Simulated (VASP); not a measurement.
# CdS in VASP: one cell, several levels of theory

Aim: gap, levels, forces and stress of CdS built on the zincblende prototype, under +4.0 % biaxial strain in x and y, free along z at fixed geometry. Runs: PBE, r2SCAN. The results are then set beside those of Ansatz 0.2.0 for the same cell.

Program: VASP 6.6.1. PAW datasets, plane waves. The values are computed, spin-unpolarised, and not measurements.

## 1. The structure to begin with

The cell comes from an earlier relaxation with r2SCAN in another program, then strained, with the atoms relaxed again.

The symmetry is I-4m2 (No. 119, tetragonal); conventional cell a = 4.323 Å, c = 5.505 Å, 25.72 Å³ an atom. Near Cd stand 4 S at 2.56 Å; near S stand 4 Cd at 2.56 Å.

Coordinates:

Space group I-4m2 (No. 119). a = 4.323 Å, b = 4.323 Å, c = 5.505 Å, α = 90.00°, β = 90.00°, γ = 90.00°
```tsv
atom	site	symmetry	x	y	z
Cd	2a	-4m2	0.0000	0.0000	0.0000
S	2c	-4m2	0.0000	0.5000	0.2500
```

## 2. PBE

The input, INCAR:

```
ENCUT = 520.000000
SIGMA = 0.020000
EDIFF = 1.00e-07
GGA = PE
PREC = Accurate
IBRION = -1
ISIF = 2
ISMEAR = -1
NBANDS = 16
NELM = 120
NSW = 0
LASPH = .TRUE.
LCHARG = .TRUE.
LELF = .TRUE.
LWAVE = .FALSE.
LREAL = .FALSE.
```

The input, KPOINTS:

```
KPOINTS created by Atomic Simulation Environment
0
Gamma
8 8 8
0 0 0
```

The input, KPOINTS_OPT:

```
special points
6
Reciprocal
0.0000000000 0.0000000000 0.0000000000 1
-0.5000000000 -0.5000000000 0.0000000000 1
-0.3750000000 -0.3750000000 0.2500000000 1
-0.3750000000 0.0000000000 0.3750000000 1
0.0000000000 0.0000000000 0.5000000000 1
-0.5000000000 -0.2500000000 0.2500000000 1
```

The input, POSCAR:

```
Cd S
 1.0000000000000000
     0.0000000000000000    3.0567834368000000    2.7523563374000002
     3.0567834368000000    0.0000000000000000    2.7523563374000002
     3.0567834368000000    3.0567834368000000    0.0000000000000000
 Cd  S
   1   1
Cartesian
  0.0000000000000000  0.0000000000000000  0.0000000000000000
  1.5283917184000000  1.5283917184000000  1.3761781687000001
```

Potentials: the recommended PBE PAW datasets, 18 valence electrons in the neutral cell.

Command:

```console
$ mpirun -np 1 vasp_std
```

Printed to the terminal (iteration lines stand in OSZICAR):

```text
POSCAR found type information on POSCAR CdS
 POSCAR found :  2 types and       2 ions
 LDA part: xc-table for (Slater+PW92), standard interpolation
 POSCAR, INCAR and KPOINTS ok, starting setup
 FFT: planning ... GRIDC
 FFT: planning ... GRID_SOFT
 FFT: planning ... GRID
 WAVECAR not read
 entering main loop
 Start KPOINTS_OPT (optional k-point list driver)
k-point batch [1-6\6]
```

OSZICAR:

```text
N       E                     dE             d eps       ncg     rms          rms(c)
DAV:   1     0.108005731840E+03    0.10801E+03   -0.91567E+03  1928   0.103E+03
DAV:   2    -0.245129417668E+01   -0.11046E+03   -0.10397E+03  2280   0.252E+02
DAV:   3    -0.665704511400E+01   -0.42058E+01   -0.41968E+01  2360   0.512E+01
DAV:   4    -0.668289208110E+01   -0.25847E-01   -0.25845E-01  2352   0.391E+00
DAV:   5    -0.668325465195E+01   -0.36257E-03   -0.36256E-03  2368   0.440E-01    0.742E+00
DAV:   6    -0.614400409203E+01    0.53925E+00   -0.86793E-01  2784   0.113E+01    0.607E+00
DAV:   7    -0.612559317726E+01    0.18411E-01   -0.18837E-01  2400   0.298E+00    0.303E+00
DAV:   8    -0.612571408118E+01   -0.12090E-03   -0.16722E-02  2312   0.160E+00    0.277E-01
DAV:   9    -0.612564261907E+01    0.71462E-04   -0.18773E-03  2320   0.614E-01    0.626E-02
DAV:  10    -0.612578390381E+01   -0.14128E-03   -0.24614E-04  2384   0.146E-01    0.721E-02
DAV:  11    -0.612586511305E+01   -0.81209E-04   -0.13739E-04  2288   0.886E-02    0.268E-02
DAV:  12    -0.612585761257E+01    0.75005E-05   -0.22169E-05  2400   0.572E-02    0.927E-03
DAV:  13    -0.612585848342E+01   -0.87085E-06   -0.26989E-06  2304   0.993E-03    0.547E-03
DAV:  14    -0.612585843335E+01    0.50073E-07   -0.22800E-07  2416   0.304E-03
   1 F= -.61258584E+01 E0= -.61258584E+01  d E =-.197774E-10
       N       E                     dE             ncg
DAV:   1     0.207881444774E+04   -0.31360E+04      200
DAV:   2     0.143767855713E+04   -0.64114E+03      232
DAV:   3     0.141314103068E+04   -0.24538E+02      240
DAV:   4     0.141298921932E+04   -0.15181E+00      248
DAV:   5     0.141298721907E+04   -0.20003E-02      248
DAV:   6     0.141298717972E+04   -0.39352E-04      248
DAV:   7     0.141298717879E+04   -0.92611E-06      240
DAV:   8     0.141298717877E+04   -0.22540E-07      208
```

The lines after F= are the extra pass for the points of KPOINTS_OPT, at fixed density; their E is not a total energy.

From OUTCAR:

```text
k-points           NKPTS =     59   k-points in BZ     NKDIM =     59   number of bands    NBANDS=     16

   NELECT =      18.0000    total number of electrons

   dimension x,y,z NGX =    32 NGY =   32 NGZ =   32
   dimension x,y,z NGXF=    64 NGYF=   64 NGZF=   64

  energy-cutoff  :      520.00
  volume of cell :       51.44
      direct lattice vectors                 reciprocal lattice vectors
     0.000000000  3.056783437  2.752356337    -0.163570632  0.163570632  0.181662524
     3.056783437  0.000000000  2.752356337     0.163570632 -0.163570632  0.181662524
     3.056783437  3.056783437  0.000000000     0.163570632  0.163570632 -0.181662524

 k-points in reciprocal lattice and weights: KPOINTS created by Atomic Simulation Env
   0.00000000  0.00000000  0.00000000       0.002
   0.12500000  0.00000000  0.00000000       0.016
   0.25000000  0.00000000  0.00000000       0.016
   0.37500000  0.00000000  0.00000000       0.016
   0.50000000  0.00000000  0.00000000       0.008
   0.12500000  0.12500000  0.00000000       0.004
   0.25000000  0.12500000  0.00000000       0.016
   0.37500000  0.12500000  0.00000000       0.016
[... 51 more k-points ...]

 E-fermi :   1.5220

 k-point     1 :       0.0000    0.0000    0.0000
  band No.  band energies     occupation
      1     -11.1254      2.00000
      2      -6.6012      2.00000
      3      -6.6012      2.00000
      4      -6.5504      2.00000
      5      -6.1854      2.00000
      6      -6.1502      2.00000
      7       0.9098      2.00000
      8       0.9098      2.00000
      9       1.1591      2.00000
     10       2.0480      0.00000
     11       7.6222      0.00000
     12       7.6222      0.00000
     13       7.6267      0.00000
     14      11.7539      0.00000
     15      12.1208      0.00000
     16      12.8724      0.00000

 k-point     2 :       0.1250    0.0000    0.0000
  band No.  band energies     occupation
      1     -11.0670      2.00000
      2      -6.5822      2.00000
      3      -6.5655      2.00000
      4      -6.5172      2.00000
      5      -6.1823      2.00000
      6      -6.1533      2.00000
      7      -0.0173      2.00000
      8       0.7831      2.00000
      9       0.9888      2.00000
     10       2.8982      0.00000
     11       7.2654      0.00000
     12       7.7598      0.00000
     13       7.8962      0.00000
     14      11.3493      0.00000
     15      11.8983      0.00000
     16      13.0748      0.00000

 k-point     3 :       0.2500    0.0000    0.0000
  band No.  band energies     occupation
      1     -10.9254      2.00000
      2      -6.5436      2.00000
      3      -6.5056      2.00000
      4      -6.3620      2.00000
      5      -6.1650      2.00000
      6      -6.1530      2.00000
      7      -1.4030      2.00000
      8       0.4965      2.00000
      9       0.7719      2.00000
     10       3.6932      0.00000
     11       7.1366      0.00000
     12       7.8746      0.00000
     13       8.4132      0.00000
     14      11.4466      0.00000
     15      11.4683      0.00000
     16      12.7813      0.00000

 k-point     4 :       0.3750    0.0000    0.0000
  band No.  band energies     occupation
      1     -10.7838      2.00000
      2      -6.5175      2.00000
      3      -6.4640      2.00000
      4      -6.1754      2.00000
      5      -6.1314      2.00000
      6      -6.0284      2.00000
      7      -2.6051      2.00000
      8       0.2301      2.00000
      9       0.5741      2.00000
     10       3.8912      0.00000
     11       7.7476      0.00000
     12       7.7670      0.00000
     13       8.6897      0.00000
     14      11.6298      0.00000
     15      12.5794      0.00000
     16      12.7066      0.00000

 k-point     5 :       0.5000    0.0000    0.0000
  band No.  band energies     occupation
      1     -10.7255      2.00000
      2      -6.5107      2.00000
      3      -6.4503      2.00000
      4      -6.1603      2.00000
      5      -6.1124      2.00000
      6      -5.8270      2.00000
      7      -3.1443      2.00000
      8       0.1242      2.00000
      9       0.4958      2.00000
     10       3.8808      0.00000
     11       7.6590      0.00000
     12       8.2846      0.00000
     13       8.6425      0.00000
     14      11.8650      0.00000
     15      13.1072      0.00000
     16      13.8245      0.00000

 k-point     6 :       0.1250    0.1250    0.0000
  band No.  band energies     occupation
      1     -11.0404      2.00000
      2      -6.5627      2.00000
      3      -6.5627      2.00000
      4      -6.5132      2.00000
      5      -6.1694      2.00000
      6      -6.1577      2.00000
      7       0.1030      2.00000
      8       0.5916      2.00000
      9       0.5916      2.00000
     10       3.2880      0.00000
     11       6.7785      0.00000
     12       7.9655      0.00000
     13       7.9655      0.00000
     14      11.6423      0.00000
     15      11.9047      0.00000
     16      13.8266      0.00000

 k-point     7 :       0.2500    0.1250    0.0000
  band No.  band energies     occupation
      1     -10.9226      2.00000
      2      -6.5186      2.00000
      3      -6.5178      2.00000
      4      -6.4133      2.00000
      5      -6.1493      2.00000
      6      -6.1486      2.00000
      7      -0.9998      2.00000
      8       0.2673      2.00000
      9       0.4750      2.00000
     10       4.0542      0.00000
     11       6.3690      0.00000
     12       8.2494      0.00000
     13       8.3639      0.00000
     14      10.9299      0.00000
     15      12.0668      0.00000
     16      13.4790      0.00000

 k-point     8 :       0.3750    0.1250    0.0000
  band No.  band energies     occupation
      1     -10.7831      2.00000
      2      -6.4857      2.00000
      3      -6.4720      2.00000
      4      -6.2654      2.00000
      5      -6.1211      2.00000
      6      -6.0220      2.00000
      7      -2.2154      2.00000
      8       0.0061      2.00000
      9       0.2628      2.00000
     10       4.3665      0.00000
     11       6.8670      0.00000
     12       8.2166      0.00000
     13       8.3776      0.00000
     14      11.2286      0.00000
     15      12.9680      0.00000
     16      13.3046      0.00000

[... the tables of k-points 9 to 59 left out ...]

  Total        0.0439404      0.0439404      0.5473029      0.0000000      0.0000000      0.0000000
  in kB        1.3687071      1.3687071     17.0480367      0.0000000      0.0000000      0.0000000
  external PRESSURE =       6.5951503 kB  Pullay stress =       0.0000000 kB

 POSITION                                       TOTAL-FORCE (eV/Angst)
 -----------------------------------------------------------------------------------
      0.00000      0.00000      0.00000        -0.000000     -0.000000      0.000000
      1.52839      1.52839      1.37618         0.000000      0.000000     -0.000000
 -----------------------------------------------------------------------------------
    total drift:                               -0.000000     -0.000000     -0.000001

  FREE ENERGIE OF THE ION-ELECTRON SYSTEM (eV)
  ---------------------------------------------------
  free  energy   TOTEN  =        -6.1258584333 eV

  energy  without entropy=       -6.1258584333  energy(sigma->0) =       -6.12585843
```

Hardware: 1 MPI rank of Intel Xeon Platinum 8488C, shared host.

The levels at the points of KPOINTS_OPT are read from vasprun.xml.

Levels at the named points, in eV from the top of band v (v: the last filled band by count, c: the next):

| point | v−1 | v | c | c+1 |
| --- | --- | --- | --- | --- |
| Γ | -0.25 | 0.00 | 0.89 | 6.46 |
| X | -2.15 | -2.15 | 3.28 | 3.56 |
| U | -2.45 | -1.82 | 3.70 | 4.91 |
| K | -2.52 | -1.42 | 4.28 | 5.34 |
| L | -1.03 | -0.66 | 2.72 | 6.50 |
| W | -2.21 | -2.19 | 4.92 | 5.15 |

The PBE gap is 0.89 eV, direct at Γ. Pressure: 0.66 GPa; the forces vanish within 0.01 eV/Å.

The maps below are laid out on this run's own conventional cell (a, b, c = 4.323, 4.323, 5.505 Å).

Density in a lattice plane of the grid's cell (edges 4.32 and 5.50 Å, at 0.000 of the third edge), which holds Cd and S.

Ten even steps from '0' (-0.09 e/Å³) to '9' (9.95 e/Å³):
```
763100000000000136
331000000000000013
110000011111000001
000000110001100000
000000110001100000
000000010001000000
000000011111000000
000000000000000000
000000000000000000
000000000000000000
000000000000000000
000000000000000000
000000000000000000
000000000000000000
000000000000000000
000000000000000000
110000000000000001
331000000000000013
763100000000000136
984200000000000248
```
Columns run along the first of these edges and rows up along the second, over one cell in 18 and 20 even steps from the bottom left corner. Atoms in the plane (fractional): Cd at (0.00, 0.00), S at (0.50, 0.75).

ELF in the same plane.

Ten even steps from '0' (0.00) to '9' (0.87):
```
001222578987522210
012224899999842221
222237999899973222
221269997579996212
112479984248997421
012479986568997421
001468999899986410
000257899999875200
000125788988752100
000012456665421000
000000123332100000
000000001110000000
000000000000000000
000000000000000000
111100000000000111
222111000000011122
233221100000112233
012321111111112321
001221123332112210
000221246664212200
```
Columns run along the first of these edges and rows up along the second, over one cell in 18 and 20 even steps from the bottom left corner. Atoms in the plane (fractional): Cd at (0.00, 0.00), S at (0.50, 0.75).

Both are smooth fields of the valence electrons: close to the nuclei they are not physical.

Outside the cores ELF peaks at 0.88 in the shell around S, 0.8 Å from S.

[end of part 1 of 2]
